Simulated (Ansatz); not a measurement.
# Li on Pd(111): change of the work function, part 4 of 4

Wanted: Δφ(θ) for Li/Pd(111), starting from the fcc site.

Ansatz 0.2.0; plane-wave DFT, PBE, Ansatz PAW.

So far, work function, upper face (eV): step 2 (the clean slab) 5.27; step 3 (37 atoms, coverage 0.111 ML, cell 3x3) 3.71; step 4 (17 atoms, coverage 0.25 ML, cell 2x2) 2.54; step 5 (18 atoms, coverage 0.5 ML, cell 2x2) 2.41.

### Step 6. Adsorbate added, k-mesh 12×12×1, coverage 1 ML

System of this step: Li/Pd(111). The cell holds 5 atoms: 4 Pd and 1 Li. Cell: a = 2.751 Å, b = 2.751 Å, c = 27.089 Å, α = 90.0°, β = 90.0°, γ = 60.0°. Vacuum lies along c.

Another coverage, to see how the dipoles act on each other as their distance changes.

File input.yaml:

```yaml
crystal:
  lattice:
    - [2.7506453788, 0.0, 0.0]
    - [1.3753226894, 2.3821287749, 0.0]
    - [0.0, 0.0, 27.0888449073]
  atoms:
    - { symbol: Pd, position: [0.0, 0.0, 0.33224008] }
    - { symbol: Pd, position: [0.3333333333, 0.3333333333, 0.4151484711] }
    - { symbol: Pd, position: [0.6666666667, 0.6666666667, 0.4998324895] }
    - { symbol: Pd, position: [0.0, 0.0, 0.5848761879] }
    - { symbol: Li, position: [0.3333333333, 0.3333333333, 0.66775992] }
kpoints:
  mp_grid: { grid: [12, 12, 1] }
hamiltonian:
  xc: pbe
scf:
  occupations: { method: fermi_dirac, width: 0.1 }
  convergence: { dr2_threshold: 1.0e-08 }
efield:
  axis: 3
  dipole_correction: true
  ramp_position: 0.97
  ramp_width: 0.06
relax:
  f_tol: 0.02
  max_steps: 60
  constraints: [{ sites: [0, 1] }]
output:
  write_potential: true
  write_density: true
  volumetric_format: npy
```

The run is started by

```
$ ansatz run input.yaml --threads 4 --pin off --max-ram 16384MiB --backend cpu --events-out ev --progress --plain --runs-dir out
```

Numbers of over 12 decimals in the logs are rounded to 6 here.

The log of the run:

```text
[...]
Crystal: 5 atoms, lattice volume = 177.497 Å³
Basis set: ecut = 420 eV, 3469 PW (Γ), exchange–correlation on 40×40×384 points (8 copies of the dense FFT grid, shifted against one another)
Bands: 45, of which v1, the nominal top of the filled ones, is band 38 counted from 1 (37 counted from 0)
Symmetry: 6 space group operations
[...]
--- Relaxed structure (4 steps of the walk, 4 accepted, 0 SCFs on fresh bases) ---
  F+E_penalty+E_count = -28095.88566940 eV   max|allowed force component| = 2.103e-3 eV/Å
  atoms:
[...]
- { symbol: Pd, position: [0.333333, 0.333333, 0.4151484711] }
    - { symbol: Pd, position: [0.666667, 0.666667, 0.500350] }
[...]
- { symbol: Li, position: [0.333333, 0.333333, 0.659575] }
[key lines of the parts left out:]
SCF converged after 9 iterations
Free energy (F): -28095.885669 eV
Fermi energy:    4.255260 eV
Dipole field:    D = 0.063464 V/Å  (p = 0.062252 e·Å, saw-weighted, corrected)
Work function:   Φ+ = 3.4936 eV   Φ− = 5.2127 eV
```

Wall time 17 s (4 threads of Arm Neoverse V1, shared host); peak memory 0.52 GiB; 64 s of CPU time.

The steps of the relaxation:

```
step  energy less that of the first step (eV)  largest force component (eV/Å)
   1                                   0.0000                          0.7700
   2                                  -0.1018                          0.1969
   3                                  -0.1056                          0.0285
   4                                  -0.1059                          0.0021
```

Forces are held to the 6 operations that the run works with; a distortion that breaks them can't arise in this run.

The atoms that moved most (Å):

| atom | dx | dy | dz | length |
| --- | --- | --- | --- | --- |
| Li5 | 0.000 | 0.000 | -0.222 | 0.222 |
| Pd4 | 0.000 | 0.000 | 0.070 | 0.070 |
| Pd3 | 0.000 | 0.000 | 0.014 | 0.014 |

The relaxed structure:

```cif
data_structure
_symmetry_space_group_name_H-M 'P 1'
_symmetry_Int_Tables_number 1
_cell_length_a 2.7506
_cell_length_b 2.7506
_cell_length_c 27.0888
_cell_angle_alpha 90.000
_cell_angle_beta 90.000
_cell_angle_gamma 60.000
_cell_volume 177.50
loop_
_atom_site_label
_atom_site_type_symbol
_atom_site_fract_x
_atom_site_fract_y
_atom_site_fract_z
_atom_site_occupancy
Pd1 Pd 0.00000 0.00000 0.33224 1
Pd2 Pd 0.33333 0.33333 0.41515 1
Pd3 Pd 0.66667 0.66667 0.50035 1
Pd4 Pd 0.00000 0.00000 0.58745 1
Li5 Li 0.33333 0.33333 0.65957 1
```

Running mean over 2.246 Å of the planar mean; the ramp of the sawtooth is left out. Electron's electrostatic potential energy less the Fermi level against z:

z (Å), electron's electrostatic potential energy less the Fermi level (eV) and a bar from the least value:
```
        4       5.21 ##############################
        5       5.21 ##############################
        6       5.16 ##############################
        7       4.35 ############################
        8      -3.14 ############
        9      -8.27 #
       10      -8.49 
       11      -8.55 
       12      -8.12 #
       13      -8.24 #
       14      -8.19 #
       15      -7.62 ##
       16      -8.63 
       17      -6.26 #####
       18      -2.02 ##############
       19       0.14 ###################
       20       2.81 #########################
       21       3.38 ##########################
       22       3.48 ##########################
       23       3.49 ##########################
```

The relaxation took 4 steps and lowered the energy by 0.11 eV; the largest force on the free atoms ends at 0.0021 eV/Å.

The covered face has 3.49 eV, -1.77 eV against the clean one; the bare back face has moved by -0.04 eV, a measure of how thin the slab is.

### Step 7. Work function against coverage

This step: plane-wave DFT, PBE, Ansatz PAW; work function against coverage (Ansatz 0.2.0).

The runs are now put side by side.

Numbers from this step:

```
work function of the clean face     : 5.268 eV
largest change of the work function : -2.857 eV
```

Work function of the covered face against coverage:

| coverage (adsorbates/nm²) | work function of the covered face (eV) |
| --- | --- |
| 0.00 | 5.27 |
| 1.70 | 3.71 |
| 3.82 | 2.54 |
| 7.63 | 2.41 |
| 15.26 | 3.49 |

The dipole per adsorbate comes from the change of the cell's dipole. Coverage, by row:

```
coverage (1/nm²)  coverage (ML)  work function (eV)  change (eV)  dipole per adsorbate, positive end outwards (debye)  mean height of the added atoms over the highest substrate atom (Å)
           1.696         0.1111               3.712       -1.557                                                2.443                                                               1.969
           3.815           0.25               2.536       -2.732                                                1.905                                                               1.861
           7.631            0.5               2.411       -2.857                                                0.984                                                               1.801
           15.26              1               3.494       -1.775                                                0.302                                                               1.954
```

### Step 8. Summary of results

* work function of the clean face: 5.27 eV
* work function at 0.11 ML: 3.71 eV
* work function at 0.25 ML: 2.54 eV
* work function at 0.5 ML: 2.41 eV
* work function at 1 ML: 3.49 eV
* dipole per adsorbate at 0.11 ML, positive end outwards: 2.44 D

**Reading.** Li lowers the work function of Pd(111) at the lowest coverage, by 1.56 eV: the adsorbate layer has its positive end outwards. The dipole per adsorbate falls from 2.44 to 0.30 D as the layer fills. Neighbouring dipoles depolarise each other, and heights and bonding change with coverage too. The work function passes a minimum near 0.5 ML among the coverages run and rises again. The slab has 4 layers, at the tabulated experimental lattice constant, one starting site was run, and quantum-size effects of a slab this thin can reach one or two tenths of an eV.

[Logs are printed without paths, hosts, clocks, repeated set-up lines and the standing remarks that a program may print on its own settings, such as how far it seeks lower states.]

[Hosts, paths, dates, database ids (printed as entryN), source tags and the programs' standing remarks are cut or masked in the printed files.]

[Maps of the electrostatic potential energy from Ansatz leave out the sawtooth potential of an applied field or a dipole correction, so their vacuum need not be flat; planar profiles and work functions include it.]
